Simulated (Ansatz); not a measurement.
Input and command of a calculation in Ansatz (plane waves; scalar-relativistic PAW potentials unless the input names others):

```yaml
crystal:
  lattice:
    - [2.587554535, 0.0, 0.0]
    - [-1.2937772675, 2.240887961, 0.0]
    - [0.0, 0.0, 10.9624474644]
  atoms:
    - { symbol: Cr, position: [0.6666666667, 0.3333333333, 0.25] }
    - { symbol: Cr, position: [0.3333333333, 0.6666666667, 0.75] }
    - { symbol: O, position: [0.6666666667, 0.3333333333, 0.645212764] }
    - { symbol: O, position: [0.3333333333, 0.6666666667, 0.354787236] }
    - { symbol: O, position: [0.6666666667, 0.3333333333, 0.854787236] }
    - { symbol: O, position: [0.3333333333, 0.6666666667, 0.145212764] }
basis:
  ecutwfc: 420
kpoints:
  mp_grid: { grid: [27, 27, 6] }
hamiltonian:
  xc: pbesol
scf:
  occupations: { method: fermi_dirac, width: 0.1 }
  n_extra_bands: 16
output:
  forces: true
  eigenvalues: true
  stress: true
```

```bash
ansatz run input.yaml --threads 1 --pin off --max-ram 2560MiB --backend cpu --events-out ev --progress --plain --runs-dir out
```

Abridged log:
```
scf.n_extra_bands = 16 over 26 filled bands (N_el = 52.0): the run solves 42 bands
Pseudopotentials: kind: paw
Pseudopotential: Cr, paw, valence charge 14, recommended cutoff 420 eV (normal)
Pseudopotential: O, paw, valence charge 6, recommended cutoff 420 eV (normal)
Functional definition: PBEsol
Crystal: 6 atoms, lattice volume = 63.565 Å³
Basis set: ecut = 420 eV, 1243 PW (Γ), exchange–correlation on 36×36×150 points (8 copies of the dense FFT grid, shifted against one another)
Bands: 42, of which v1, the nominal top of the filled ones, is band 26 counted from 1 (25 counted from 0)
Symmetry: 24 space group operations
Space group: P63/mmc (ITA 194), of the structure as read, at distance tolerance 4.0e-5 Å
k-points: 300 of 4374
Initial density: superposition of atomic densities (neutral atoms: chi_scale 0, normalization atom), corrected by the library's trained network
Initial wavefunctions: pseudopotential atomic-orbital guess
Functional: x = pbesol(κ = 0.804, μ = 0.12345679), c = pbesol(β = 0.046)
SCF iter   1: F=—  HF=-8942.814037 eV  |F-HF|=—  |Δ(HF+E_count)|=         —  Δρ=4.05e-2  dr2=1.15e0  ethr=1.77e-3  ⟨swp⟩=6.2  Hψ=56823  notcnv=0  defer=690
SCF iter   2: F=—  HF=-8945.455793 eV  |F-HF|=—  |Δ(HF+E_count)|=    2.64e0  Δρ=1.66e-1  dr2=1.96e1  ethr=1.77e-3  ⟨swp⟩=3.5  Hψ=30692  notcnv=0  defer=1114  recentre
SCF iter   3: F=—  HF=-8942.664401 eV  |F-HF|=—  |Δ(HF+E_count)|=    2.79e0  Δρ=9.82e-3  dr2=4.34e-2  ethr=1.77e-3  ⟨swp⟩=3.1  Hψ=28242  notcnv=0  defer=1103
SCF iter   4: F=—  HF=-8942.660459 eV  |F-HF|=—  |Δ(HF+E_count)|=   3.94e-3  Δρ=5.26e-3  dr2=1.82e-2  ethr=8.35e-5  ⟨swp⟩=2.3  Hψ=25447  notcnv=0  defer=1272
SCF iter   5: F=—  HF=-8942.662570 eV  |F-HF|=—  |Δ(HF+E_count)|=   2.11e-3  Δρ=6.80e-3  dr2=3.25e-2  ethr=3.50e-5  ⟨swp⟩=2.0  Hψ=20717  notcnv=0  defer=1272
SCF iter   6: F=—  HF=-8942.658985 eV  |F-HF|=—  |Δ(HF+E_count)|=   3.58e-3  Δρ=2.92e-3  dr2=5.79e-3  ethr=3.50e-5  ⟨swp⟩=1.0  Hψ=11328  notcnv=0  defer=1272
SCF iter   7: F=—  HF=-8942.658269 eV  |F-HF|=—  |Δ(HF+E_count)|=   7.17e-4  Δρ=5.89e-4  dr2=2.55e-4  ethr=1.11e-5  ⟨swp⟩=1.3  Hψ=11421  notcnv=0  defer=1272
SCF iter   8: F=—  HF=-8942.658248 eV  |F-HF|=—  |Δ(HF+E_count)|=   2.08e-5  Δρ=4.98e-5  dr2=2.70e-6  ethr=4.90e-7  ⟨swp⟩=2.6  Hψ=17546  notcnv=0  defer=1272
SCF iter   9: F=—  HF=-8942.658280 eV  |F-HF|=—  |Δ(HF+E_count)|=   3.24e-5  Δρ=3.30e-5  dr2=5.01e-7  ethr=5.18e-9  ⟨swp⟩=2.5  Hψ=19332  notcnv=0  defer=1272
SCF iter  10: F=-8942.658280 eV  HF=-8942.658280 eV  |F-HF|=1.12e-8  |Δ(HF+E_count)|=   1.27e-7  Δρ=4.43e-6  dr2=1.00e-8  ethr=1.92e-10  ⟨swp⟩=12.6  Hψ=65372  notcnv=0
SCF 1 converged in 10 iterations: F = -8942.658280 eV  dr2 = 1.00e-8
SCF converged after 10 iterations
Free energy (F): -8942.658280 eV
Harris-Foulkes:  -8942.658280 eV  (|F-HF|=1.12e-8)
Internal energy: -8942.651391 eV  (E = F + TS)
E sigma→0 (E₀):  -8942.654836 eV
Entropy (-TS):   -0.006889 eV (-1.148 meV/atom)
Fermi energy:    8.935117 eV
--- Forces (eV/Å), atoms counted from 1 ---
  atom   1  Cr     0.00000000     0.00000000     0.00000000
  atom   2  Cr     0.00000000     0.00000000     0.00000000
  atom   3  O      0.00000000     0.00000000     0.01360420
  atom   4  O      0.00000000     0.00000000    -0.01360420
  atom   5  O      0.00000000     0.00000000    -0.01360420
  atom   6  O      0.00000000     0.00000000     0.01360420
--- Stress (GPa, compression-positive) ---
        0.152023       0.000000       0.000000
        0.000000       0.152023       0.000000
        0.000000       0.000000      -0.086571
  P = ⅓ Tr σ = 0.0725 GPa (0.725 kbar)
```

Apart from outputs and the relaxation, which only the reference makes, the input differs from a reference run on usual settings in scf.n_extra_bands: not typed → 16; kpoints.mp_grid.grid: [18, 18, 4] → [27, 27, 6]; scf.occupations.method: "gaussian" → "fermi_dirac"; scf.occupations.width: 0.01 → 0.1. The reference, at the same geometry, ended its own course with pressure 0.05 GPa, largest force 0.001 eV/Å, gap on the mesh 0.32 eV. This run converged in 10 SCF iterations with an energy at zero smearing 0.29 meV/atom above the reference's, pressure 0.07 GPa, largest force 0.014 eV/Å, gap on the mesh 0.32 eV.

It took 26 s on 1 thread of Intel(R) Xeon(R) 6975P-C (Granite Rapids), on a shared host, peak memory 0.8 GiB.